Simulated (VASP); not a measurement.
# PbSe (Clausthalite) (Fm-3m) in VASP: band structure with HSE03

Aim: the band structure of PbSe (Clausthalite) with HSE03.

Everything below comes from runs of VASP 6.6.1. Logs are shortened: lines on timing, memory, paths and dates and some standing lists are left out, and cuts for length are marked.

**Experimental background.**

A printed reference work, monograph reports, for a bulk crystal of PbSe at 300 K: band gap 0.28 eV (direct).

The results are compared with them further down.

### Step 1. The structure

The structure is cubic, space group Fm-3m (No. 225). Conventional cell: a = 6.121 Å, b = 6.121 Å, c = 6.121 Å, α = 90.00°, β = 90.00°, γ = 90.00°. Pb (site symmetry m-3m) is surrounded by 6 Se at 3.06 Å. Se (site symmetry m-3m) is surrounded by 6 Pb at 3.06 Å.

### Step 2. Band structure, HSE03

Contents of POSCAR:

```
PbSe
1.0
    0.0000000000      3.0606500000      3.0606500000
    3.0606500000      0.0000000000      3.0606500000
    3.0606500000      3.0606500000      0.0000000000
Pb Se
1 1
Direct
    0.0000000000      0.0000000000      0.0000000000
    0.5000000000      0.5000000000      0.5000000000
```

Contents of INCAR.step1:

```
PREC = Accurate
ENCUT = 520
EDIFF = 1E-5
ISMEAR = 0
SIGMA = 0.02
LREAL = False
LASPH = True
NELM = 60
ALGO = Normal
ISIF = 2
LWAVE = True
LCHARG = False
NBANDS = 17
GGA = PE
KPAR = 4
```

Contents of INCAR.step2:

```
PREC = Accurate
ENCUT = 520
EDIFF = 1E-7
ISMEAR = 0
SIGMA = 0.02
LREAL = False
LASPH = True
NELM = 60
ALGO = Normal
ISIF = 2
LWAVE = False
LCHARG = False
GGA = PE
LHFCALC = True
HFSCREEN = 0.3
PRECFOCK = Fast
NBANDS = 17
ISTART = 1
KPAR = 4
```

Contents of KPOINTS:

```
regular mesh
0
Gamma
  6 6 6
```

Contents of KPOINTS_OPT:

```
path GXWKGLUWLK,UX
10
line-mode
reciprocal
 0.0000000000  0.0000000000  0.0000000000  G
 0.5000000000  0.0000000000  0.5000000000  X

 0.5000000000  0.0000000000  0.5000000000  X
 0.5000000000  0.2500000000  0.7500000000  W

 0.5000000000  0.2500000000  0.7500000000  W
 0.3750000000  0.3750000000  0.7500000000  K

 0.3750000000  0.3750000000  0.7500000000  K
 0.0000000000  0.0000000000  0.0000000000  G

 0.0000000000  0.0000000000  0.0000000000  G
 0.5000000000  0.5000000000  0.5000000000  L

 0.5000000000  0.5000000000  0.5000000000  L
 0.6250000000  0.2500000000  0.6250000000  U

 0.6250000000  0.2500000000  0.6250000000  U
 0.5000000000  0.2500000000  0.7500000000  W

 0.5000000000  0.2500000000  0.7500000000  W
 0.5000000000  0.5000000000  0.5000000000  L

 0.5000000000  0.5000000000  0.5000000000  L
 0.3750000000  0.3750000000  0.7500000000  K

 0.6250000000  0.2500000000  0.6250000000  U
 0.5000000000  0.0000000000  0.5000000000  X
```

Potentials or basis: VASP PAW PBE potentials, release 64 (Pb_d, Se).

The run is started by

```bash
$ cat potpaw_PBE.64/Pb_d/POTCAR potpaw_PBE.64/Se/POTCAR > POTCAR
$ cp INCAR.step1 INCAR
$ mpirun -np 4 vasp_std > vasp.out
$ cp INCAR.step2 INCAR
$ mpirun -np 4 vasp_std > vasp.out
```

OUTCAR:

```text
PREC = Accurate
   ENCUT = 520
   EDIFF = 1E-7
   ISMEAR = 0
   LREAL = False
   LASPH = True
   NELM = 60
   ISIF = 2
   GGA = PE
   LHFCALC = True
   HFSCREEN = 0.3
   PRECFOCK = Fast
   ISTART = 1

 ion  position               nearest neighbor table
   1  0.000  0.000  0.000-   2 3.06   2 3.06   2 3.06   2 3.06   2 3.06   2 3.06
   2  0.500  0.500  0.500-   1 3.06   1 3.06   1 3.06   1 3.06   1 3.06   1 3.06

  LATTYP: Found a face centered cubic cell.
 ALAT       =     6.1213000000

  Lattice vectors:

 A1 = (   0.0000000000,   3.0606500000,   3.0606500000)
 A2 = (   3.0606500000,   0.0000000000,   3.0606500000)
 A3 = (   3.0606500000,   3.0606500000,   0.0000000000)

Analysis of symmetry for initial positions (statically):
=====================================================================
 Subroutine PRICEL returns:
 Original cell was already a primitive cell.

 Routine SETGRP: Setting up the symmetry group for a
 face centered cubic supercell.

 Subroutine GETGRP returns: Found 48 space group operations
 (whereof 48 operations were pure point group operations)
 out of a pool of 48 trial point group operations.

The static configuration has the point symmetry O_h .

Analysis of symmetry for dynamics (positions and initial velocities):
=====================================================================
 Subroutine PRICEL returns:
 Original cell was already a primitive cell.

 Routine SETGRP: Setting up the symmetry group for a
 face centered cubic supercell.

 Subroutine GETGRP returns: Found 48 space group operations
 (whereof 48 operations were pure point group operations)
 out of a pool of 48 trial point group operations.

The dynamic configuration has the point symmetry O_h .

 Subroutine INISYM returns: Found 48 space group operations
 (whereof 48 operations are pure point group operations),
 and found     1 'primitive' translations

----------------------------------------------------------------------------------------

                                     Primitive cell

  volume of cell :      57.3418

  direct lattice vectors                    reciprocal lattice vectors
     0.000000000  3.060650000  3.060650000    -0.163363991  0.163363991  0.163363991
     3.060650000  0.000000000  3.060650000     0.163363991 -0.163363991  0.163363991
     3.060650000  3.060650000  0.000000000     0.163363991  0.163363991 -0.163363991

  length of vectors
     4.328412740  4.328412740  4.328412740     0.282954733  0.282954733  0.282954733

  position of ions in fractional coordinates (direct lattice)
     0.000000000  0.000000000  0.000000000
     0.500000000  0.500000000  0.500000000

  ion indices of the primitive-cell ions
   primitive index   ion index
                 1           1
                 2           2

----------------------------------------------------------------------------------------

 KPOINTS: regular mesh

Automatic generation of k-mesh.
 Grid dimensions read from file:
 generate k-points for:    6    6    6

 Generating k-lattice:

  Cartesian coordinates                     Fractional coordinates (reciprocal lattice)
    -0.027227332  0.027227332  0.027227332     0.166666667  0.000000000  0.000000000
     0.027227332 -0.027227332  0.027227332     0.000000000  0.166666667  0.000000000
     0.027227332  0.027227332 -0.027227332     0.000000000  0.000000000  0.166666667

  Length of vectors
     0.047159122  0.047159122  0.047159122

  Shift w.r.t. Gamma in fractional coordinates (k-lattice)
     0.000000000  0.000000000  0.000000000

 Subroutine IBZKPT returns following result:
 ===========================================

 Found     16 irreducible k-points:

 Following reciprocal coordinates:
            Coordinates               Weight
  0.000000  0.000000  0.000000      1.000000
  0.166667  0.000000  0.000000      8.000000
  0.333333  0.000000  0.000000      8.000000
  0.500000  0.000000  0.000000      4.000000
  0.166667  0.166667  0.000000      6.000000
  0.333333  0.166667  0.000000     24.000000
[... 8 lines left out ...]
 -0.333333  0.333333  0.166667     24.000000
 -0.333333  0.500000  0.166667     12.000000
   k-points           NKPTS =     16   k-points in BZ     NKDIM =    216   number of bands    NBANDS=     17
   number of dos      NEDOS =    301   number of ions     NIONS =      2
   total plane-waves  NPLWV =  32768
   dimension x,y,z NGX =    32 NGY =   32 NGZ =   32
   dimension x,y,z NGXF=    64 NGYF=   64 NGZF=   64
   ions per type =               1   1
   NGX,Y,Z   is equivalent  to a cutoff of  12.29, 12.29, 12.29 a.u.
   NGXF,Y,Z  is equivalent  to a cutoff of  24.58, 24.58, 24.58 a.u.
 SYSTEM =  unknown system
   PREC   = accura    normal or accurate (medium, high low for compatibility)
   ISTART =      1    job   : 0-new  1-cont  2-samecut
   ICHARG =      0    charge: 1-file 2-atom 10-const
   ISPIN  =      1    spin polarized calculation?
   LNONCOLLINEAR =      F non collinear calculations
   LSORBIT =      F    spin-orbit coupling
   LASPH  =      T    aspherical Exc in radial PAW
   ENCUT  =  520.0 eV  38.22 Ry    6.18 a.u.   8.05  8.05  8.05*2*pi/ulx,y,z
   NELM   =     60;   NELMIN=  2; NELMDL=  0     # of ELM steps
   EDIFF  = 0.1E-06   stopping-criterion for ELM
   LREAL  =      F    real-space projection
   EDIFFG = 0.1E-05   stopping-criterion for IOM
   NSW    =      0    number of steps for IOM
   IBRION =     -1    ionic relax: 0-MD 1-quasi-New 2-CG
   NFREE  =      0    steps in history (QN), initial steepest desc. (CG)
   ISIF   =      2    stress and relaxation
   ISYM   =      3    0-nonsym 1-usesym 2-fastsym
   POTIM  = 0.5000    time-step for ionic-motion
   TEBEG  =    0.0;   TEEND  =   0.0 temperature during run
   PSTRESS=    0.0 pullay stress
   NELECT =      20.0000    total number of electrons
   NUPDOWN=      -1.0000    fix difference up-down
   EMIN   =  10.00;   EMAX   =-10.00  energy-range for DOS
   EFERMI =   0.00;   METHOD = LEGACY
   ISMEAR =     0;   SIGMA  =   0.02  broadening in eV -4-tet -1-fermi 0-gaus
   EFERMI_NEDOS =   21; number of points for ismear=-14 and -15
   IALGO  =     38    algorithm
   IMIX   =      1    mixing-type and parameters
     AMIX     =   0.40;   BMIX     =  1.00
     AMIX_MAG =   1.60;   BMIX_MAG =  1.00
  volume/ion in A,a.u.               =      28.67       193.48
  Fermi-wavevector in a.u.,A,eV,Ry     =   1.152377  2.177676 18.068159  1.327972
  Thomas-Fermi vector in A             =   2.289028
   LORBIT       =      0    0 simple, 1 ext, 2 COOP (PROOUT), +10 PAW based schemes
   GGA     = PE    functional components
   LHFCALC =     T    Hartree Fock is set to
   PRECFOCK=fast      Normal, Fast or Accurate (Low or Medium for compatibility)
   ENCUT4O =  -1.0   cutoff for four orbital integrals eV
   NKREDX  =     1    reduce k-point grid by
   NKREDY  =     1    reduce k-point grid by
   NKREDZ  =     1    reduce k-point grid by
   AEXX    =    0.2500 exact exchange contribution
   HFSCREEN=    0.3000 screening length (either q_TF or 0.3 A-1)
   HFSCREENC=   0.3000 screening length for correlation (either q_TF or 0.3 A-1)
   ENCUTFOCK=  -1.0 apply spherical cutoff to Coloumb kernel
   IVDW    =     0    specifies the selected vdW correction
   LEPSILON=     F    determine dielectric tensor
   LRPA    =     F    only Hartree local field effects (RPA)
 non-spin polarized calculation
 Gauss-broadening in eV      SIGMA  =   0.02
  energy-cutoff  :      520.00
  volume of cell :       57.34
 maximum number of plane-waves:      1572
  NGX = 18; NGY = 18; NGZ = 18

 number of electron      20.0000000 magnetization

 Free energy of the ion-electron system (eV)
  ---------------------------------------------------
  ext. energy  EPLUGINS =         0.00000000
  ---------------------------------------------------
  free energy    TOTEN  =        -9.41612756 eV

  energy without entropy =       -9.41612756  energy(sigma->0) =       -9.41612756

 E-fermi :   4.9715     XC(G=0):  -8.0691

 val. band max:        4.8597654625   @ k =   0.5000   0.0000   0.0000
 cond. band min:       5.4428237397   @ k =   0.5000   0.0000   0.0000
 fundamental gap:      0.5830582772
 Fermi energy:         4.9714848345

 k-point     1 :       0.0000    0.0000    0.0000
  band No.  band energies     occupation
      1     -13.6569      2.00000
      2     -13.6569      2.00000
      3     -13.6506      2.00000
      4     -13.6506      2.00000
      5     -13.6506      2.00000
      6     -10.0596      2.00000
[... 9 lines left out ...]
     16      11.8395      0.00000
     17      13.5398      0.00000

 k-point     2 :       0.1667    0.0000    0.0000
  band No.  band energies     occupation
      1     -13.6631      2.00000
      2     -13.6631      2.00000
      3     -13.6498      2.00000
      4     -13.6433      2.00000
      5     -13.6433      2.00000
      6      -9.8327      2.00000
[... 9 lines left out ...]
     16      12.4547      0.00000
     17      15.3753      0.00000

 k-point     3 :       0.3333    0.0000    0.0000
  band No.  band energies     occupation
      1     -13.6768      2.00000
      2     -13.6768      2.00000
      3     -13.6486      2.00000
      4     -13.6272      2.00000
      5     -13.6272      2.00000
      6      -9.2712      2.00000
[... 9 lines left out ...]
     16      13.9896      0.00000
     17      17.4413      0.00000

 k-point     4 :       0.5000    0.0000    0.0000
  band No.  band energies     occupation
      1     -13.6837      2.00000
      2     -13.6837      2.00000
      3     -13.6481      2.00000
      4     -13.6191      2.00000
      5     -13.6191      2.00000
      6      -8.8963      2.00000
[... 9 lines left out ...]
     16      15.6981      0.00000
     17      15.7222      0.00000

 k-point     5 :       0.1667    0.1667    0.0000
  band No.  band energies     occupation
      1     -13.6786      2.00000
      2     -13.6550      2.00000
      3     -13.6523      2.00000
      4     -13.6401      2.00000
      5     -13.6401      2.00000
      6      -9.7515      2.00000
[... 9 lines left out ...]
     16      13.5691      0.00000
     17      14.4339      0.00000

 k-point     6 :       0.3333    0.1667    0.0000
  band No.  band energies     occupation
      1     -13.7017      2.00000
      2     -13.6587      2.00000
      3     -13.6540      2.00000
      4     -13.6308      2.00000
      5     -13.6247      2.00000
      6      -9.2870      2.00000
[... 9 lines left out ...]
     16      14.9399      0.00000
     17      16.4657      0.00000
[... 121 lines left out ...]
 k-point    13 :       0.5000    0.5000    0.0000
  band No.  band energies     occupation
      1     -13.7942      2.00000
      2     -13.6684      2.00000
      3     -13.6382      2.00000
      4     -13.6064      2.00000
      5     -13.6064      2.00000
      6      -8.4836      2.00000
[... 9 lines left out ...]
     16      17.2613      0.00000
     17      18.2519      0.00000

 k-point    14 :       0.5000    0.3333    0.1667
  band No.  band energies     occupation
      1     -13.7279      2.00000
      2     -13.6610      2.00000
      3     -13.6510      2.00000
      4     -13.6240      2.00000
      5     -13.6184      2.00000
      6      -8.8370      2.00000
[... 9 lines left out ...]
     16      15.7782      0.00000
     17      16.1343      0.00000

 k-point    15 :      -0.3333    0.3333    0.1667
  band No.  band energies     occupation
      1     -13.7373      2.00000
      2     -13.6654      2.00000
      3     -13.6387      2.00000
      4     -13.6347      2.00000
      5     -13.6120      2.00000
      6      -8.5712      2.00000
[... 9 lines left out ...]
     16      16.9621      0.00000
     17      17.0169      0.00000

 k-point    16 :      -0.3333    0.5000    0.1667
  band No.  band energies     occupation
      1     -13.7669      2.00000
      2     -13.6537      2.00000
      3     -13.6530      2.00000
      4     -13.6227      2.00000
      5     -13.6064      2.00000
      6      -8.4620      2.00000
[... 9 lines left out ...]
     16      17.2692      0.00000
     17      18.2702      0.00000

------------------------ aborting loop because EDIFF is reached ----------------------------------------

  FORCE on cell =-STRESS in cart. coord.  units (eV):
  Direction    XX          YY          ZZ          XY          YZ          ZX
  --------------------------------------------------------------------------------------
  -------------------------------------------------------------------------------------
  Total        0.4646296      0.4646296      0.4646296      0.0000000      0.0000000     -0.0000000
  in kB       12.9821454     12.9821454     12.9821454      0.0000000      0.0000000     -0.0000000
  external PRESSURE =      12.9821454 kB  Pullay stress =       0.0000000 kB

 VOLUME and BASIS-vectors are now :
 -----------------------------------------------------------------------------
  energy-cutoff  :      520.00
  volume of cell :       57.34
      direct lattice vectors                 reciprocal lattice vectors
     0.000000000  3.060650000  3.060650000    -0.163363991  0.163363991  0.163363991
     3.060650000  0.000000000  3.060650000     0.163363991 -0.163363991  0.163363991
     3.060650000  3.060650000  0.000000000     0.163363991  0.163363991 -0.163363991

 POSITION                                       TOTAL-FORCE (eV/Angst)
 -----------------------------------------------------------------------------------
      0.00000      0.00000      0.00000        -0.000000     -0.000000      0.000000
      3.06065      3.06065      3.06065         0.000000      0.000000      0.000000
 -----------------------------------------------------------------------------------
    total drift:                                0.000000      0.000000      0.000000

  FREE ENERGIE OF THE ION-ELECTRON SYSTEM (eV)
  ---------------------------------------------------
  free  energy   TOTEN  =        -9.4161275640 eV

  energy  without entropy=       -9.4161275640  energy(sigma->0) =       -9.41612756
```

Run time: 47 min. Hardware: 4 MPI ranks of Intel Xeon Platinum 8488C (Sapphire Rapids), shared host; peak memory 0.39 GiB.

What came out:

- Free energy: -9.4161 eV
- Pressure: 1.3 GPa
- Band gap on the k mesh: 0.58 eV, direct
- Band gap along the path: 0.58 eV, direct

Levels at the corners of the path, in eV from the valence-band top:
| point | band 6 | band 7 | band 8 | band 9 | band 10 | band 11 | band 12 | band 13 | band 14 | band 15 |
| --- | --- | --- | --- | --- | --- | --- | --- | --- | --- | --- |
| Γ | -14.92 | -6.59 | -2.16 | -2.16 | -2.16 | 5.29 | 5.29 | 5.29 | 6.98 | 6.98 |
| X | -13.34 | -7.82 | -5.50 | -3.61 | -3.61 | 4.02 | 6.25 | 6.25 | 6.71 | 11.99 |
| X | -13.34 | -7.82 | -5.50 | -3.61 | -3.61 | 4.02 | 6.25 | 6.25 | 6.71 | 11.99 |
| W | -13.31 | -8.57 | -4.68 | -4.68 | -0.95 | 2.26 | 5.46 | 5.46 | 8.36 | 8.36 |
| W | -13.31 | -8.57 | -4.68 | -4.68 | -0.95 | 2.26 | 5.46 | 5.46 | 8.36 | 8.36 |
| K | -13.36 | -8.60 | -5.05 | -3.06 | -2.62 | 3.82 | 4.49 | 6.03 | 6.31 | 10.75 |
| K | -13.36 | -8.60 | -5.05 | -3.06 | -2.62 | 3.82 | 4.49 | 6.03 | 6.31 | 10.75 |
| Γ | -14.92 | -6.59 | -2.16 | -2.16 | -2.16 | 5.29 | 5.29 | 5.29 | 6.98 | 6.98 |
| Γ | -14.92 | -6.59 | -2.16 | -2.16 | -2.16 | 5.29 | 5.29 | 5.29 | 6.98 | 6.98 |
| L | -13.76 | -9.50 | -1.75 | -1.75 | 0.00 | 0.58 | 2.02 | 2.02 | 9.14 | 10.84 |
| L | -13.76 | -9.50 | -1.75 | -1.75 | 0.00 | 0.58 | 2.02 | 2.02 | 9.14 | 10.84 |
| U | -13.36 | -8.60 | -5.05 | -3.06 | -2.62 | 3.82 | 4.49 | 6.03 | 6.31 | 10.75 |
| U | -13.36 | -8.60 | -5.05 | -3.06 | -2.62 | 3.82 | 4.49 | 6.03 | 6.31 | 10.75 |
| W | -13.31 | -8.57 | -4.68 | -4.68 | -0.95 | 2.26 | 5.46 | 5.46 | 8.36 | 8.36 |
| W | -13.31 | -8.57 | -4.68 | -4.68 | -0.95 | 2.26 | 5.46 | 5.46 | 8.36 | 8.36 |
| L | -13.76 | -9.50 | -1.75 | -1.75 | 0.00 | 0.58 | 2.02 | 2.02 | 9.14 | 10.84 |
| L | -13.76 | -9.50 | -1.75 | -1.75 | 0.00 | 0.58 | 2.02 | 2.02 | 9.14 | 10.84 |
| K | -13.36 | -8.60 | -5.05 | -3.06 | -2.62 | 3.82 | 4.49 | 6.03 | 6.31 | 10.75 |
| U | -13.36 | -8.60 | -5.05 | -3.06 | -2.62 | 3.82 | 4.49 | 6.03 | 6.31 | 10.75 |
| X | -13.34 | -7.82 | -5.50 | -3.61 | -3.61 | 4.02 | 6.25 | 6.25 | 6.71 | 11.99 |

Caveat: the PAW data sets were made with another functional, which shifts forces and pressure a little; spin-orbit coupling is left out, which as a rule narrows the gap of such compounds by several tenths of an eV.

### Step 3. Comparison with measurements

Step 2. A measured gap of PbSe is 0.28 eV (direct; 300 K; a printed reference work, monograph); the calculated 0.58 eV misses it by +0.30 eV. 2 values of this kind are on record (0.15 to 0.28 eV); this one was drawn at random. Spin-orbit coupling on Pb, Se is left out. The value is that of HSE03, without temperature or zero-point motion.
